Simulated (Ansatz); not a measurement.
# AlN: the cost of one run

Computed with Ansatz 0.2.0 (DFT PBE+D3(BJ), scalar-relativistic, plane waves, PAW, unless a step's input says otherwise).

1 further run of the same task is left out (set aside as unsound or not needed).

## Step 1: The structure to begin with

It takes space group P6_3mc (No. 186, hexagonal). The conventional cell has a = 3.109 Å, b = 3.109 Å, c = 4.979 Å, α = 90.00°, β = 90.00°, γ = 120.00°. Around Al (site symmetry 3m) lie 4 N at 1.89 to 1.90 Å. Around N (site symmetry 3m) lie 4 Al at 1.89 to 1.90 Å.

Coordinates:

```cif
data_structure
_symmetry_space_group_name_H-M 'P 1'
_symmetry_Int_Tables_number 1
_cell_length_a 3.1094
_cell_length_b 3.1094
_cell_length_c 4.9788
_cell_angle_alpha 90.000
_cell_angle_beta 90.000
_cell_angle_gamma 120.000
_cell_volume 41.69
loop_
_atom_site_label
_atom_site_type_symbol
_atom_site_fract_x
_atom_site_fract_y
_atom_site_fract_z
_atom_site_occupancy
Al1 Al 0.33333 0.66667 0.00156 1
Al2 Al 0.66667 0.33333 0.50156 1
N1 N 0.33333 0.66667 0.38344 1
N2 N 0.66667 0.33333 0.88344 1
```

This cell was relaxed beforehand with the same method: volume 10.42 Å³/atom, gap on the mesh 4.21 eV.

## Step 2: The slab

Miller indices refer to the conventional cell of the relaxed bulk, P6_3mc (No. 186): a = 3.109 Å, b = 3.109 Å, c = 4.979 Å, α = 90.00°, β = 90.00°, γ = 120.00°.

A (100) slab, 6.3 Å thick as cut, with 16 Å of vacuum, in a 2×1 surface cell; its outer planes are AlN (top) and AlN (bottom).

The slab as cut. Its planes from the bottom up:

```csv
plane,atoms per cell,height over the lowest (Å)
1,Al2N2,0.00
2,Al2N2,0.90
3,Al2N2,2.69
4,Al2N2,3.59
5,Al2N2,5.39
6,Al2N2,6.28
```

## Step 3: Relaxing the clean slab

File input.yaml:

```yaml
crystal:
  lattice:
    - [6.2188310403, 0.0, 0.0]
    - [0.0, 4.9787845624, 0.0]
    - [0.0, 0.0, 22.2832766065]
  atoms:
    - { symbol: Al, position: [0.5, 0.9984424904, 0.359013629] }
    - { symbol: Al, position: [0.0, 0.9984424904, 0.359013629] }
    - { symbol: "N", position: [0.5, 0.6165575096, 0.359013629] }
    - { symbol: "N", position: [0.0, 0.6165575096, 0.359013629] }
    - { symbol: Al, position: [0.75, 0.4984424904, 0.3992954493] }
    - { symbol: Al, position: [0.25, 0.4984424904, 0.3992954493] }
    - { symbol: "N", position: [0.75, 0.1165575096, 0.3992954493] }
    - { symbol: "N", position: [0.25, 0.1165575096, 0.3992954493] }
    - { symbol: Al, position: [0.75, 0.9984424904, 0.4798590899] }
    - { symbol: Al, position: [0.25, 0.9984424904, 0.4798590899] }
    - { symbol: "N", position: [0.75, 0.6165575096, 0.4798590899] }
    - { symbol: "N", position: [0.25, 0.6165575096, 0.4798590899] }
    - { symbol: Al, position: [0.0, 0.4984424904, 0.5201409101] }
    - { symbol: Al, position: [0.5, 0.4984424904, 0.5201409101] }
    - { symbol: "N", position: [0.0, 0.1165575096, 0.5201409101] }
    - { symbol: "N", position: [0.5, 0.1165575096, 0.5201409101] }
    - { symbol: Al, position: [0.0, 0.9984424904, 0.6007045507] }
    - { symbol: Al, position: [0.5, 0.9984424904, 0.6007045507] }
    - { symbol: "N", position: [0.0, 0.6165575096, 0.6007045507] }
    - { symbol: "N", position: [0.5, 0.6165575096, 0.6007045507] }
    - { symbol: Al, position: [0.25, 0.4984424904, 0.640986371] }
    - { symbol: Al, position: [0.75, 0.4984424904, 0.640986371] }
    - { symbol: "N", position: [0.25, 0.1165575096, 0.640986371] }
    - { symbol: "N", position: [0.75, 0.1165575096, 0.640986371] }
basis:
  ecutwfc: 420
kpoints:
  mp_grid: { grid: [3, 3, 1] }
hamiltonian:
  xc: pbe
  dispersion: d3bj
scf:
  occupations: { method: gaussian, width: 0.05 }
output:
  forces: true
  eigenvalues: true
  write_density: true
  write_potential: true
  elf: true
  volumetric_format: npy
relax:
  adjacent_minimum: "off"
  f_tol: 0.03
  max_steps: 70
  constraints: [{ sites: [0, 1, 2, 3, 4, 5, 6, 7, 8, 9, 10, 11] }]
efield:
  axis: 3
  dipole_correction: true
  ramp_width: 0.04
```

Run with:

```sh
> ansatz run input.yaml --threads 2 --pin off --max-ram 5120MiB --backend cpu --events-out ev --progress --plain --runs-dir out
```

Q: Estimate wall time and peak memory on 2 threads of Arm Neoverse V2, shared host.

About 79 s, with a peak of 0.91 GiB.
